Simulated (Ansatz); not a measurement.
**Au-197 nuclear quadrupole resonance in Au under strain**

Cell: an entry of the Crystallography Open Database (COD), relaxed with PBE at fixed cell and then changed (z stretched by 2 %, ions relaxed).

```xyz
2
Lattice="2.9000 0.0000 0.0000 -1.4500 2.5115 0.0000 0.0000 0.0000 4.9776" Properties=species:S:1:pos:R:3 pbc="T T T"
Au    0.0000    1.6743    3.7332
Au    1.4500    0.8372    1.2444
```

Atoms are numbered from 1 in the order listed; like atoms form one site, named after its first atom.

Computed with Ansatz: DFT, PBE, plane waves and PAW, scalar-relativistic, 420 eV cutoff, Γ-centred 18×18×10 k-points, Fermi–Dirac smearing 0.05 eV.

Au-197: I = 3/2, Q = 547.0 mb (year-2017 value). Static lattice, zero field.

Problem. Predict the zero-field Au-197 lines of each site.

Solution. For I = 3/2 there is one line, ν = (|C_Q|/2)(1 + η²/3)^½.

```tsv
site	atoms	V_zz (10²¹ V/m²)	C_Q (MHz)	η	line frequencies (MHz)
Au	1, 2	1.67	22.2	0.00	11.1
```

An axis of threefold or higher order runs through Au, so V_zz lies along it and η is zero.

With no gap above 0.1 eV, as in a metal, the gradients converge slowly in k; expect changes of a tenth or more on a denser mesh. Spin–orbit coupling is left out, which shifts gradients on Au by a few per cent in wide-gap crystals, and can shift them far more where the calculated gap is small or absent, as here.
